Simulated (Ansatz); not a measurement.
# Ni (P6_3/mmc) in Ansatz: further runs

Runs on Ni. Level: LDA. Tasks: single point, equation of state.

Program: Ansatz 0.2.0. These are calculated values, not measurements. Logs are shortened: lines on timing, memory, paths and dates and some standing lists are left out, and cuts for length are marked.

### 1 The crystal as given

It takes space group P6_3/mmc (No. 194, hexagonal). The conventional cell has a = 2.448 Å, b = 2.448 Å, c = 4.073 Å, α = 90.00°, β = 90.00°, γ = 120.00°. Ni (site symmetry -6m2) has 12 Ni at 2.45 to 2.48 Å as nearest neighbours.

This isn't the form of Ni at room conditions, which is fcc.

### 2 Single point, LDA, collinear spin, ferromagnetic start, 9.93 Å³/atom (volume scaled by 0.94)

Contents of input.yaml:

```yaml
crystal:
  lattice:
    - [2.3980492245, 0.0, 0.0]
    - [-1.1990246123, 2.076771548, 0.0]
    - [0.0, 0.0, 3.989665719]
  atoms:
    - { symbol: Ni, position: [0.6666666667, 0.3333333333, 0.75], spin: 1.0 }
    - { symbol: Ni, position: [0.3333333333, 0.6666666667, 0.25], spin: 1.0 }
kpoints:
  mp_grid: { grid: [12, 12, 7] }
scf:
  occupations: { method: fermi_dirac, width: 0.05 }
hamiltonian:
  xc: lda
  pseudopotentials: { kind: all_electron, lapw: { basis_error: 0.001 } }
magnetization:
  spin_polarized: true
output:
  forces: true
  stress: true
  eigenvalues: true
```

Potentials or basis: all-electron LAPW, scalar-relativistic.

Command:

```sh
ansatz run input.yaml --threads 2 --pin off --max-ram 6144MiB --backend cpu --events-out ev --progress --plain --runs-dir out
```

Standard output:

```text
Warning: RAYON_NUM_THREADS=2 ignored (pool sized by the plan → 2); use --threads N
LAPW: plane waves up to 9.428 Å⁻¹, error target 1.0e-3 eV per atom; small_component_spin mean_spin; Ni in spheres of 1.199 Å, 18 of its electrons in bands, Dirac shells [] (how accurate: hamiltonian.pseudopotentials.lapw.basis_error, Limitations)
Engine: ansatz 0.2.0, aarch64-unknown-linux-gnu
Pseudopotentials: kind: all_electron
Pseudopotential: Ni, LAPW, valence charge 18, lapw/all_electron/scalar/gaussian/Ni, Koelling and Harmon's equation, gaussian nucleus
Functional definition: SPW92
  exchange = slater_x
  correlation = pw_c
Crystal: 2 atoms, lattice volume = 19.869 Å³
Basis set: ecut = 338.64674042995966 eV, 287 PW (Γ), exchange–correlation at level 2
Bands: 23, of which v1, the nominal top of the filled ones, is band 18 counted from 1 (17 counted from 0)
Symmetry: 24 space group operations
Space group: P63/mmc (ITA 194), of the structure as read, at distance tolerance 2.7e-5 Å
Magnetic group: BNS 194.263 (UNI 1493), of the structure as read, at distance tolerance 2.7e-5 Å
k-points: 76 of 1008
Non-local potential: Ni, projectors of the file, none
Initial density: superposition of atomic densities (chi_scale 0.1, normalization cell)
Starting moments: Σ|m| = 2 μB on 2 of 2 sites
Initial wavefunctions: plane waves of lowest kinetic energy (no species holds an atomic orbital)
Functional: x = slater, c = lda
iter 1 solved again at ethr=2.59e-5 eV; its pass at ethr=1.00e-1 eV (dr2=9.32e-3 eV) is discarded
SCF iter   1: F=—  HF=-82633.185742 eV  |F-HF|=—  |Δ(HF+E_count)|=         —  Δρ=2.04e-2 (↑1.94e-2 ↓2.04e-2)  dr2=9.25e-3  dr2_m=6.98e-2  M=1.267 μB ∫|m|=1.333 μB  β_m=0.30  ethr=2.59e-5  ⟨swp⟩=3.4  Hψ=27185  notcnv=0
Mixer restart at iter 1: flushing history
preconditioner: auto → none  [metal: Δε(μ)=0.006 eV  Ē_g=10.948 eV  σ=0.050 eV  W_gap=0.03  n_scr=2 (ndim 8)  ℏωp=37.3 eV  f_vac=0.000  D(μ)=4.10/eV (n_scr^D=72)  sad-step TF]
SCF iter   2: F=—  HF=-82633.190041 eV  |F-HF|=—  |Δ(HF+E_count)|=   4.30e-3  Δρ=1.53e-2 (↑1.45e-2 ↓1.53e-2)  dr2=6.14e-3  dr2_m=3.86e-2  M=1.236 μB ∫|m|=1.313 μB  β_m=0.65  ethr=2.57e-5  ⟨swp⟩=2.0  Hψ=9848  notcnv=0
iter 3 solved again at ethr=3.00e-7 eV; its pass at ethr=1.71e-5 eV (dr2=1.08e-4 eV) is discarded
SCF iter   3: F=—  HF=-82633.194509 eV  |F-HF|=—  |Δ(HF+E_count)|=   4.47e-3  Δρ=1.13e-3 (↑7.52e-4 ↓1.13e-3)  dr2=1.08e-4  dr2_m=9.65e-5  M=1.165 μB ∫|m|=1.278 μB  β_m=0.51  ethr=3.00e-7  ⟨swp⟩=2.2  Hψ=17675  notcnv=0
SCF iter   4: F=—  HF=-82633.193196 eV  |F-HF|=—  |Δ(HF+E_count)|=   1.31e-3  Δρ=3.73e-4 (↑3.73e-4 ↓2.99e-4)  dr2=5.99e-5  dr2_m=5.42e-6  M=1.162 μB ∫|m|=1.274 μB  β_m=0.49  ethr=2.99e-7  ⟨swp⟩=3.0  Hψ=11434  notcnv=0
SCF iter   5: F=—  HF=-82633.193053 eV  |F-HF|=—  |Δ(HF+E_count)|=   1.43e-4  Δρ=1.44e-4 (↑1.44e-4 ↓1.43e-4)  dr2=1.24e-5  dr2_m=2.08e-7  M=1.163 μB ∫|m|=1.276 μB  β_m=0.71  ethr=1.66e-7  ⟨swp⟩=2.0  Hψ=9847  notcnv=0
SCF iter   6: F=—  HF=-82633.193056 eV  |F-HF|=—  |Δ(HF+E_count)|=   2.86e-6  Δρ=2.03e-5 (↑2.03e-5 ↓2.03e-5)  dr2=2.17e-7  dr2_m=7.17e-9  M=1.163 μB ∫|m|=1.276 μB  β_m=0.81  ethr=3.46e-8  ⟨swp⟩=2.0  Hψ=9847  notcnv=0
SCF iter   7: F=—  HF=-82633.193056 eV  |F-HF|=—  |Δ(HF+E_count)|=   3.55e-7  Δρ=1.89e-6 (↑1.38e-6 ↓1.89e-6)  dr2=6.68e-10  dr2_m=2.02e-10  M=1.163 μB ∫|m|=1.276 μB  β_m=0.85  ethr=6.03e-10  ⟨swp⟩=2.2  Hψ=9898  notcnv=0
SCF iter   8: F=-82633.193056 eV  HF=-82633.193056 eV  |F-HF|=5.82e-11  |Δ(HF+E_count)|=   8.08e-9  Δρ=2.09e-7 (↑1.79e-7 ↓2.09e-7)  dr2=6.93e-12  dr2_m=4.20e-12  M=1.163 μB ∫|m|=1.276 μB  ethr=1.86e-12  ⟨swp⟩=3.0  Hψ=10985  notcnv=0
SCF 1 converged in 8 iterations: F = -82633.193056 eV  dr2 = 6.93e-12
SCF converged after 8 iterations
Magnetization: 1.1632 μB (18.5816 up, 17.4184 down)
Absolute magnetization: 1.2759 μB (∫|ρ↑−ρ↓|)
Spin contamination: 0.0071 ħ² per cell (⟨S²⟩ above its minimum at these occupations)
Per-site moments (μB) at R_I (Å): [(0.5990525698966689, 1.1990245943997104), (0.5990525698966689, 1.1990245943997104)]
Free energy (F): -82633.193056 eV
Harris-Foulkes:  -82633.193056 eV  (|F-HF|=5.82e-11)
Internal energy: -82633.158796 eV  (E = F + TS)
E sigma→0 (E₀):  -82633.175926 eV
Entropy (-TS):   -0.034259 eV (-17.130 meV/atom)
Fermi energy:    20.034781 eV
--- Per-component energies (eV) ---
  E_band       = -500.466235
  E_kinetic    = 83922.422295
  E_xc         = -3328.010272
  E_electrostatic = -163227.570820  (all electrons and nuclei)
  E_smearing   = -0.034259  (= −TS)
  E_closure    = 0.000000  (closes the sum)
  E_atoms      = -82616.701191  (free atoms, spherical and without spin; not in F)
  Σ components = -82633.193056   (vs F -82633.193056, Δ=0.00e0)
  Basis errors (estimates in eV, not in F): energy 2.5e-4 per atom: plane waves 2.0e-4 (1.0e-4 summed), levels above the bands 4.4e-89, relativity 4.2e-9, radial functions 4.0e-5, core shells 6.4e-10; eigenvalues (radial functions only) 1.9e-6; not estimated: angular momenta, meshes, grids; target (lapw.basis_error) 1.0e-3; muffin-tin radii Ni 1.199 Å
--- Forces (eV/Å), atoms counted from 1 ---
  atom   1  Ni     0.00000000    -0.00000000     0.00000000
  atom   2  Ni    -0.00000000     0.00000000     0.00000000
  max |Σ_I F_I| component: 0.00e0 eV/Å
--- Stress (GPa, compression-positive) ---
        4.622289       0.000000       0.000000
        0.000000       4.622289       0.000000
        0.000000       0.000000       0.525802
  P = ⅓ Tr σ = 3.2568 GPa (32.568 kbar)
--- Band table (eV; the first three rows and the last of 152) ---
  k-point 0 ↑: bands = ["-82.8966", "-82.8477", "-43.8048", "-43.5807", "-43.5807", "-43.5409", "-43.5409", "-43.5063", "10.2577", "14.6042", "17.3095", "17.4828", "17.4828", "17.7804", "17.7804", "18.3401", "18.3401", "19.2834", "19.3875", "19.3875", "26.0605", "43.4834", "45.8126"]
  k-point 1 ↑: bands = ["-82.8942", "-82.8501", "-43.7902", "-43.5788", "-43.5788", "-43.5429", "-43.5429", "-43.5212", "10.4657", "14.5058", "17.2586", "17.4492", "17.4492", "17.7341", "17.7341", "18.4424", "18.4424", "18.5961", "19.3702", "19.3702", "27.2194", "43.2502", "44.0868"]
  k-point 2 ↑: bands = ["-82.8874", "-82.8569", "-43.7492", "-43.5732", "-43.5732", "-43.5630", "-43.5484", "-43.5484", "11.0728", "14.0680", "17.1291", "17.4065", "17.4065", "17.5307", "17.6218", "17.6218", "18.6771", "18.6771", "19.3021", "19.3021", "29.8266", "40.2323", "43.6970"]
  k-point 75 ↓: bands = ["-82.0927", "-82.0927", "-43.0707", "-43.0707", "-43.0355", "-43.0162", "-42.8705", "-42.8705", "16.5900", "16.6249", "16.6249", "16.6922", "17.4685", "17.4685", "18.6959", "18.9390", "20.0700", "20.0700", "26.1808", "26.1808", "27.2528", "28.5772", "30.2449"]
```

It took 19 s on 2 threads of Arm Neoverse V1, shared host; peak memory 0.5 GiB.

Results:

```
Free energy            : -82633.1931 eV
Pressure               : 3.3 GPa
Band gap on the k mesh : none (metal or under the smearing width)
Net moment             : 1.16 μB per cell
Absolute moment        : 1.28 μB per cell
Site moments           : Ni +0.60 μB
```

### 3 Single point, LDA, collinear spin, ferromagnetic start, 10.15 Å³/atom (volume scaled by 0.96)

Edit input.yaml of step 2 so:

```diff
@@ -2,5 +2,5 @@
   lattice:
-    - [2.3980492245, 0.0, 0.0]
-    - [-1.1990246123, 2.076771548, 0.0]
-    - [0.0, 0.0, 3.989665719]
+    - [2.4149374515, 0.0, 0.0]
+    - [-1.2074687258, 2.0913971816, 0.0]
+    - [0.0, 0.0, 4.0177628822]
   atoms:
```

Potentials or basis: all-electron LAPW, scalar-relativistic.

Command:

```sh
ansatz run input.yaml --threads 2 --pin off --max-ram 6144MiB --backend cpu --events-out ev --progress --plain --runs-dir out
```

It took 17 s on 2 threads of Arm Neoverse V1, shared host; peak memory 0.46 GiB.

Results (log left out):

```
Free energy            : -82633.1945 eV
Pressure               : -2.1 GPa
Band gap on the k mesh : none (metal or under the smearing width)
Net moment             : 1.19 μB per cell
Absolute moment        : 1.31 μB per cell
Site moments           : Ni +0.61 μB
```

### 4 Single point, LDA, collinear spin, ferromagnetic start, 10.36 Å³/atom (volume scaled by 0.98)

Edit input.yaml of step 3 so:

```diff
@@ -2,5 +2,5 @@
   lattice:
-    - [2.4149374515, 0.0, 0.0]
-    - [-1.2074687258, 2.0913971816, 0.0]
-    - [0.0, 0.0, 4.0177628822]
+    - [2.4315927189, 0.0, 0.0]
+    - [-1.2157963594, 2.1058210663, 0.0]
+    - [0.0, 0.0, 4.0454724674]
   atoms:
```

Command:

```sh
ansatz run input.yaml --threads 2 --pin off --max-ram 6144MiB --backend cpu --events-out ev --progress --plain --runs-dir out
```

It took 20 s on 2 threads of Arm Neoverse V1, shared host; peak memory 0.48 GiB.

It converged, with:

```
Free energy            : -82633.1827 eV
Pressure               : -6.8 GPa
Band gap on the k mesh : none (metal or under the smearing width)
Net moment             : 1.22 μB per cell
Absolute moment        : 1.34 μB per cell
Site moments           : Ni +0.63 μB
```

### 5 Single point, LDA, collinear spin, ferromagnetic start, 10.57 Å³/atom

Edit input.yaml of step 4 so:

```diff
@@ -2,5 +2,5 @@
   lattice:
-    - [2.4315927189, 0.0, 0.0]
-    - [-1.2157963594, 2.1058210663, 0.0]
-    - [0.0, 0.0, 4.0454724674]
+    - [2.4480228978, 0.0, 0.0]
+    - [-1.2240114489, 2.1200500186, 0.0]
+    - [0.0, 0.0, 4.07280757]
   atoms:
```

Command:

```sh
ansatz run input.yaml --threads 2 --pin off --max-ram 6144MiB --backend cpu --events-out ev --progress --plain --runs-dir out
```

Wall time 18 s (2 threads of Arm Neoverse V1, shared host); peak memory 0.5 GiB.

It converged, with:

```
Free energy            : -82633.1592 eV
Pressure               : -11.0 GPa
Band gap on the k mesh : none (metal or under the smearing width)
Net moment             : 1.24 μB per cell
Absolute moment        : 1.36 μB per cell
Site moments           : Ni +0.64 μB
```

### 6 Single point, LDA, collinear spin, ferromagnetic start, 10.78 Å³/atom (volume scaled by 1.02)

Edit input.yaml of step 5 so:

```diff
@@ -2,5 +2,5 @@
   lattice:
-    - [2.4480228978, 0.0, 0.0]
-    - [-1.2240114489, 2.1200500186, 0.0]
-    - [0.0, 0.0, 4.07280757]
+    - [2.4642354424, 0.0, 0.0]
+    - [-1.2321177212, 2.1340904941, 0.0]
+    - [0.0, 0.0, 4.0997805916]
   atoms:
```

Potentials or basis: all-electron LAPW, scalar-relativistic.

Command:

```sh
ansatz run input.yaml --threads 2 --pin off --max-ram 6144MiB --backend cpu --events-out ev --progress --plain --runs-dir out
```

It took 17 s on 2 threads of Arm Neoverse V1, shared host; peak memory 0.49 GiB.

It converged, with:

```
Free energy            : -82633.1253 eV
Pressure               : -14.7 GPa
Band gap on the k mesh : none (metal or under the smearing width)
Net moment             : 1.26 μB per cell
Absolute moment        : 1.39 μB per cell
Site moments           : Ni +0.65 μB
```

### 7 Single point, LDA, collinear spin, ferromagnetic start, 10.99 Å³/atom (volume scaled by 1.04)

Edit input.yaml of step 6 so:

```diff
@@ -2,5 +2,5 @@
   lattice:
-    - [2.4642354424, 0.0, 0.0]
-    - [-1.2321177212, 2.1340904941, 0.0]
-    - [0.0, 0.0, 4.0997805916]
+    - [2.4802374197, 0.0, 0.0]
+    - [-1.2401187098, 2.1479486129, 0.0]
+    - [0.0, 0.0, 4.1264032895]
   atoms:
```

Command:

```sh
ansatz run input.yaml --threads 2 --pin off --max-ram 6144MiB --backend cpu --events-out ev --progress --plain --runs-dir out
```

Wall time 17 s (2 threads of Arm Neoverse V1, shared host); peak memory 0.48 GiB.

It converged, with:

- Free energy: -82633.0822 eV
- Pressure: -17.9 GPa
- Band gap on the k mesh: none (metal or under the smearing width)
- Net moment: 1.28 μB per cell
- Absolute moment: 1.41 μB per cell
- Site moments: Ni +0.66 μB

### 8 Single point, LDA, collinear spin, ferromagnetic start, 11.20 Å³/atom (volume scaled by 1.06)

Edit input.yaml of step 7 so:

```diff
@@ -2,5 +2,5 @@
   lattice:
-    - [2.4802374197, 0.0, 0.0]
-    - [-1.2401187098, 2.1479486129, 0.0]
-    - [0.0, 0.0, 4.1264032895]
+    - [2.4960355362, 0.0, 0.0]
+    - [-1.2480177681, 2.1616301831, 0.0]
+    - [0.0, 0.0, 4.1526868216]
   atoms:
```

Command:

```sh
ansatz run input.yaml --threads 2 --pin off --max-ram 6144MiB --backend cpu --events-out ev --progress --plain --runs-dir out
```

Run time: 17 s. Hardware: 2 threads of Arm Neoverse V1, shared host; peak memory 0.48 GiB.

It converged, with:

```
Free energy            : -82633.0311 eV
Pressure               : -20.8 GPa
Band gap on the k mesh : none (metal or under the smearing width)
Net moment             : 1.29 μB per cell
Absolute moment        : 1.43 μB per cell
Site moments           : Ni +0.67 μB
```

### 9 Equation of state, LDA, collinear spin, ferromagnetic start

Potentials or basis: all-electron LAPW, scalar-relativistic.

No new run: the results of the series are fitted here.

What came out:

```
Equilibrium volume                        : 10.06 Å³/atom
Bulk modulus at fixed shape and positions : 251 GPa
Pressure derivative of the bulk modulus   : 4.9
```

Energy against volume, from the lowest point:
| volume (Å³/atom) | energy (meV/atom) |
| --- | --- |
| 9.935 | 0.74 |
| 10.146 | 0.00 |
| 10.357 | 5.91 |
| 10.569 | 17.69 |
| 10.780 | 34.64 |
| 10.992 | 56.17 |
| 11.203 | 81.74 |

Caveat: the cell was scaled at fixed shape and fractional positions, which overstates the stiffness of a crystal with free parameters, most of all of layers and chains.
